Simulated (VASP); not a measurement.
# TePb (Fm-3m) in VASP: single point with PBE

Aim: the single point of TePb with PBE.

Everything below comes from runs of VASP 6.6.1. Logs are shortened: lines on timing, memory, paths and dates and some standing lists are left out, and cuts for length are marked.

## 1. The structure

Symmetry: Fm-3m, No. 225, cubic system. The conventional cell has a = 6.508 Å, b = 6.508 Å, c = 6.508 Å, α = 90.00°, β = 90.00°, γ = 90.00°. Pb (site symmetry m-3m) is surrounded by 6 Te at 3.25 Å. Te (site symmetry m-3m) is surrounded by 6 Pb at 3.25 Å.

## 2. Single point, PBE

Input file INCAR:

```
  PREC = Accurate
  ENCUT = 520
  EDIFF = 1E-6
  ISMEAR = 1
  SIGMA = 0.101
  LREAL = False
  LASPH = True
  NELM = 100
  ALGO = Normal
  ISIF = 2
  LWAVE = False
  LCHARG = False
  GGA = PE
  NBANDS = 17
```

Input file KPOINTS:

```
Automatic mesh
0
Gamma
  7 7 7
```

Input file POSCAR:

```
TePb
1.0
    0.0000000000      3.2538700000      3.2538700000
    3.2538700000      0.0000000000      3.2538700000
    3.2538700000      3.2538700000      0.0000000000
Pb Te
1 1
Direct
    0.0000000000      0.0000000000      0.0000000000
    0.5000000000      0.5000000000      0.5000000000
```

Potentials or basis: VASP PAW PBE potentials, release 64 (Pb_d, Te).

Run with:

```
$ cat potpaw_PBE.64/Pb_d/POTCAR potpaw_PBE.64/Te/POTCAR > POTCAR
$ mpirun -np 1 vasp_std > vasp.out
```

OUTCAR:

```text
PREC = Accurate
   ENCUT = 520
   EDIFF = 1E-6
   ISMEAR = 1
   LREAL = False
   LASPH = True
   NELM = 100
   ISIF = 2
   GGA = PE

 ion  position               nearest neighbor table
   1  0.000  0.000  0.000-   2 3.25   2 3.25   2 3.25   2 3.25   2 3.25   2 3.25
   2  0.500  0.500  0.500-   1 3.25   1 3.25   1 3.25   1 3.25   1 3.25   1 3.25

  LATTYP: Found a face centered cubic cell.
 ALAT       =     6.5077400000

  Lattice vectors:

 A1 = (   0.0000000000,   3.2538700000,   3.2538700000)
 A2 = (   3.2538700000,   0.0000000000,   3.2538700000)
 A3 = (   3.2538700000,   3.2538700000,   0.0000000000)

Analysis of symmetry for initial positions (statically):
=====================================================================
 Subroutine PRICEL returns:
 Original cell was already a primitive cell.

 Routine SETGRP: Setting up the symmetry group for a
 face centered cubic supercell.

 Subroutine GETGRP returns: Found 48 space group operations
 (whereof 48 operations were pure point group operations)
 out of a pool of 48 trial point group operations.

The static configuration has the point symmetry O_h .

Analysis of symmetry for dynamics (positions and initial velocities):
=====================================================================
 Subroutine PRICEL returns:
 Original cell was already a primitive cell.

 Routine SETGRP: Setting up the symmetry group for a
 face centered cubic supercell.

 Subroutine GETGRP returns: Found 48 space group operations
 (whereof 48 operations were pure point group operations)
 out of a pool of 48 trial point group operations.

The dynamic configuration has the point symmetry O_h .

 Subroutine INISYM returns: Found 48 space group operations
 (whereof 48 operations are pure point group operations),
 and found     1 'primitive' translations

----------------------------------------------------------------------------------------

                                     Primitive cell

  volume of cell :      68.9018

  direct lattice vectors                    reciprocal lattice vectors
     0.000000000  3.253870000  3.253870000    -0.153663176  0.153663176  0.153663176
     3.253870000  0.000000000  3.253870000     0.153663176 -0.153663176  0.153663176
     3.253870000  3.253870000  0.000000000     0.153663176  0.153663176 -0.153663176

  length of vectors
     4.601667084  4.601667084  4.601667084     0.266152429  0.266152429  0.266152429

  position of ions in fractional coordinates (direct lattice)
     0.000000000  0.000000000  0.000000000
     0.500000000  0.500000000  0.500000000

  ion indices of the primitive-cell ions
   primitive index   ion index
                 1           1
                 2           2

----------------------------------------------------------------------------------------

 KPOINTS: Automatic mesh

Automatic generation of k-mesh.
 Grid dimensions read from file:
 generate k-points for:    7    7    7

 Generating k-lattice:

  Cartesian coordinates                     Fractional coordinates (reciprocal lattice)
    -0.021951882  0.021951882  0.021951882     0.142857143  0.000000000  0.000000000
     0.021951882 -0.021951882  0.021951882     0.000000000  0.142857143  0.000000000
     0.021951882  0.021951882 -0.021951882     0.000000000  0.000000000  0.142857143

  Length of vectors
     0.038021776  0.038021776  0.038021776

  Shift w.r.t. Gamma in fractional coordinates (k-lattice)
     0.000000000  0.000000000  0.000000000

 Subroutine IBZKPT returns following result:
 ===========================================

 Found     20 irreducible k-points:

 Following reciprocal coordinates:
            Coordinates               Weight
  0.000000  0.000000  0.000000      1.000000
  0.142857  0.000000  0.000000      8.000000
  0.285714  0.000000  0.000000      8.000000
  0.428571  0.000000  0.000000      8.000000
  0.142857  0.142857  0.000000      6.000000
  0.285714  0.142857  0.000000     24.000000
[... 12 lines left out ...]
 -0.428571  0.428571  0.142857     24.000000
 -0.285714  0.428571  0.142857     24.000000
   k-points           NKPTS =     20   k-points in BZ     NKDIM =     20   number of bands    NBANDS=     17
   number of dos      NEDOS =    301   number of ions     NIONS =      2
   total plane-waves  NPLWV =  46656
   dimension x,y,z NGX =    36 NGY =   36 NGZ =   36
   dimension x,y,z NGXF=    72 NGYF=   72 NGZF=   72
   ions per type =               1   1
   NGX,Y,Z   is equivalent  to a cutoff of  13.01, 13.01, 13.01 a.u.
   NGXF,Y,Z  is equivalent  to a cutoff of  26.01, 26.01, 26.01 a.u.
 SYSTEM =  unknown system
   PREC   = accura    normal or accurate (medium, high low for compatibility)
   ISTART =      0    job   : 0-new  1-cont  2-samecut
   ICHARG =      2    charge: 1-file 2-atom 10-const
   ISPIN  =      1    spin polarized calculation?
   LNONCOLLINEAR =      F non collinear calculations
   LSORBIT =      F    spin-orbit coupling
   LASPH  =      T    aspherical Exc in radial PAW
   ENCUT  =  520.0 eV  38.22 Ry    6.18 a.u.   8.56  8.56  8.56*2*pi/ulx,y,z
   NELM   =    100;   NELMIN=  2; NELMDL= -5     # of ELM steps
   EDIFF  = 0.1E-05   stopping-criterion for ELM
[... 8 lines left out ...]
   TEBEG  =    0.0;   TEEND  =   0.0 temperature during run
   PSTRESS=    0.0 pullay stress
   NELECT =      20.0000    total number of electrons
   NUPDOWN=      -1.0000    fix difference up-down
   EMIN   =  10.00;   EMAX   =-10.00  energy-range for DOS
   EFERMI =   0.00;   METHOD = LEGACY
   ISMEAR =     1;   SIGMA  =   0.10  broadening in eV -4-tet -1-fermi 0-gaus
   EFERMI_NEDOS =   21; number of points for ismear=-14 and -15
   IALGO  =     38    algorithm
   IMIX   =      4    mixing-type and parameters
     AMIX     =   0.40;   BMIX     =  1.00
     AMIX_MAG =   1.60;   BMIX_MAG =  1.00
  volume/ion in A,a.u.               =      34.45       232.49
  Fermi-wavevector in a.u.,A,eV,Ry     =   1.083947  2.048362 15.986038  1.174941
  Thomas-Fermi vector in A             =   2.220025
   LORBIT       =      0    0 simple, 1 ext, 2 COOP (PROOUT), +10 PAW based schemes
   GGA     = PE    functional components
   LHFCALC =     F    Hartree Fock is set to
   AEXX    =    0.0000 exact exchange contribution
   IVDW    =     0    specifies the selected vdW correction
   LEPSILON=     F    determine dielectric tensor
   LRPA    =     F    only Hartree local field effects (RPA)
 non-spin polarized calculation
 Methfessel and Paxton  Order N= 1 SIGMA  =   0.10
  energy-cutoff  :      520.00
  volume of cell :       68.90
 maximum number of plane-waves:      1874
 NGX is ok and might be reduce to    36
   NGX = 17   NGY = 17   NGZ = 17

 number of electron      20.0000003 magnetization

 Free energy of the ion-electron system (eV)
  ---------------------------------------------------
  ext. energy  EPLUGINS =         0.00000000
  ---------------------------------------------------
  free energy    TOTEN  =        -7.51697204 eV

  energy without entropy =       -7.51748514  energy(sigma->0) =       -7.51714307

 E-fermi :   5.3158     XC(G=0):  -9.2057

 val. band max:        5.2515138476   @ k =   0.4286   0.0000   0.0000
 cond. band min:       6.2929940288   @ k =   0.4286   0.0000   0.0000
 fundamental gap:      1.0414801812
 Fermi energy:         5.3158387782

 k-point     1 :       0.0000    0.0000    0.0000
  band No.  band energies     occupation
      1     -11.3332      2.00000
      2     -11.3332      2.00000
      3     -11.3256      2.00000
      4     -11.3256      2.00000
      5     -11.3256      2.00000
      6      -6.4924      2.00000
[... 9 lines left out ...]
     16      11.1983      0.00000
     17      12.7954      0.00000

 k-point     2 :       0.1429    0.0000    0.0000
  band No.  band energies     occupation
      1     -11.3355      2.00000
      2     -11.3355      2.00000
      3     -11.3251      2.00000
      4     -11.3230      2.00000
      5     -11.3230      2.00000
      6      -6.3233      2.00000
[... 9 lines left out ...]
     16      11.5699      0.00000
     17      13.9940      0.00000

 k-point     3 :       0.2857    0.0000    0.0000
  band No.  band energies     occupation
      1     -11.3412      2.00000
      2     -11.3412      2.00000
      3     -11.3241      2.00000
      4     -11.3162      2.00000
      5     -11.3162      2.00000
      6      -5.8465      2.00000
[... 9 lines left out ...]
     16      12.5783      0.00000
     17      16.0240      0.00000

 k-point     4 :       0.4286    0.0000    0.0000
  band No.  band energies     occupation
      1     -11.3460      2.00000
      2     -11.3460      2.00000
      3     -11.3234      2.00000
      4     -11.3105      2.00000
      5     -11.3105      2.00000
      6      -5.2452      2.00000
[... 9 lines left out ...]
     16      14.0688      0.00000
     17      15.2943      0.00000

 k-point     5 :       0.1429    0.1429    0.0000
  band No.  band energies     occupation
      1     -11.3407      2.00000
      2     -11.3313      2.00000
      3     -11.3273      2.00000
      4     -11.3214      2.00000
      5     -11.3214      2.00000
      6      -6.2675      2.00000
[... 9 lines left out ...]
     16      12.1945      0.00000
     17      13.2587      0.00000

 k-point     6 :       0.2857    0.1429    0.0000
  band No.  band energies     occupation
      1     -11.3486      2.00000
      2     -11.3333      2.00000
      3     -11.3270      2.00000
      4     -11.3170      2.00000
      5     -11.3150      2.00000
      6      -5.8955      2.00000
[... 9 lines left out ...]
     16      13.2309      0.00000
     17      14.6006      0.00000
[... 201 lines left out ...]
 k-point    17 :       0.4286    0.2857    0.1429
  band No.  band energies     occupation
      1     -11.3572      2.00000
      2     -11.3346      2.00000
      3     -11.3263      2.00000
      4     -11.3119      2.00000
      5     -11.3118      2.00000
      6      -5.4723      2.00000
[... 9 lines left out ...]
     16      14.2292      0.00000
     17      15.0574      0.00000

 k-point    18 :      -0.4286    0.2857    0.1429
  band No.  band energies     occupation
      1     -11.3615      2.00000
      2     -11.3382      2.00000
      3     -11.3213      2.00000
      4     -11.3141      2.00000
      5     -11.3071      2.00000
      6      -4.9866      2.00000
[... 9 lines left out ...]
     16      14.7409      0.00000
     17      15.7024      0.00000

 k-point    19 :      -0.4286    0.4286    0.1429
  band No.  band energies     occupation
      1     -11.3764      2.00000
      2     -11.3300      2.00000
      3     -11.3284      2.00000
      4     -11.3087      2.00000
      5     -11.3032      2.00000
      6      -4.8920      2.00000
[... 9 lines left out ...]
     16      15.4767      0.00000
     17      16.2905      0.00000

 k-point    20 :      -0.2857    0.4286    0.1429
  band No.  band energies     occupation
      1     -11.3708      2.00000
      2     -11.3348      2.00000
      3     -11.3215      2.00000
      4     -11.3150      2.00000
      5     -11.3033      2.00000
      6      -4.7689      2.00000
[... 9 lines left out ...]
     16      15.6546      0.00000
     17      16.0720      0.00000

------------------------ aborting loop because EDIFF is reached ----------------------------------------

  FORCE on cell =-STRESS in cart. coord.  units (eV):
  Direction    XX          YY          ZZ          XY          YZ          ZX
  --------------------------------------------------------------------------------------
  -------------------------------------------------------------------------------------
  Total        0.4642275      0.4642275      0.4642275     -0.0000000     -0.0000000      0.0000000
  in kB       10.7947074     10.7947074     10.7947074     -0.0000000     -0.0000000      0.0000000
  external PRESSURE =      10.7947074 kB  Pullay stress =       0.0000000 kB

 VOLUME and BASIS-vectors are now :
 -----------------------------------------------------------------------------
  energy-cutoff  :      520.00
  volume of cell :       68.90
      direct lattice vectors                 reciprocal lattice vectors
     0.000000000  3.253870000  3.253870000    -0.153663176  0.153663176  0.153663176
     3.253870000  0.000000000  3.253870000     0.153663176 -0.153663176  0.153663176
     3.253870000  3.253870000  0.000000000     0.153663176  0.153663176 -0.153663176

 POSITION                                       TOTAL-FORCE (eV/Angst)
 -----------------------------------------------------------------------------------
      0.00000      0.00000      0.00000        -0.000000     -0.000000     -0.000000
      3.25387      3.25387      3.25387         0.000000      0.000000      0.000000
 -----------------------------------------------------------------------------------
    total drift:                               -0.000000      0.000000      0.000000

  FREE ENERGIE OF THE ION-ELECTRON SYSTEM (eV)
  ---------------------------------------------------
  free  energy   TOTEN  =        -7.5169720375 eV

  energy  without entropy=       -7.5174851447  energy(sigma->0) =       -7.51714307
```

It took 14 s on 1 thread of AMD EPYC 9R45 (Zen 5), shared host; peak memory 0.18 GiB.

Results:

| Property | Result |
| --- | --- |
| Free energy | -7.5170 eV |
| Pressure | 1.1 GPa |

Caveat: this odd mesh misses L, where the gap lies, so gap, dielectric constants and Born charges aren't listed. The run has no spin-orbit coupling, so splittings on Pb, Te are missing.
